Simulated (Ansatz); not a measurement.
Crystal: BAs.

```
As B
1.0
     0.00000    2.38850    2.38850
     2.38850    0.00000    2.38850
     2.38850    2.38850    0.00000
As B
1 1
Direct
  0.75000 0.75000 0.75000
  0.00000 0.00000 0.00000
```

- Program: Ansatz 0.2.0
- Task: relaxation of cell and atoms
- Functional: B3LYP
- Potentials or basis: Ansatz PAW
- Cutoff: 420 eV (not typed: the program's choice for these potentials)
- k mesh: 5 × 5 × 5
- Occupations: fermi-dirac, width 0.05 eV
- Spin: no spin polarisation

At the start: volume 13.63 Å³/atom.

Task: Where does the relaxation end?

Result: It ends after 6 steps and the volume is 14.03 Å³/atom (+3.0 %); space group F-43m (No. 216, to 0.05 Å).

Step by step:
```
step  energy change (eV)  largest force (eV/Å)  volume (Å³)
   1              0.0000                0.0000        27.25
   2             -0.0090                0.0000        27.85
   3             -0.0095                0.0000        28.05
   4             -0.0102                0.0000        28.05
   5             -0.0102                0.0000        28.06
   6             -0.0103                0.0000        28.06
```

Final structure:
```
As B
1.0
     0.00000    2.41191    2.41191
     2.41191    0.00000    2.41191
     2.41191    2.41191    0.00000
As B
1 1
Cartesian
  3.6179 3.6179 3.6179
  0.0000 0.0000 0.0000
```

Caveat: the k mesh is coarse (spacing up to 0.46 Å⁻¹), so the values aren't converged, least of all with exact exchange; the plane-wave basis is chosen anew once the cell has moved, so the energies of steps on either side of that aren't comparable; the PAW data sets come from PBE, with cores solved anew for the run's functional, which leaves a small shift of forces and pressure.
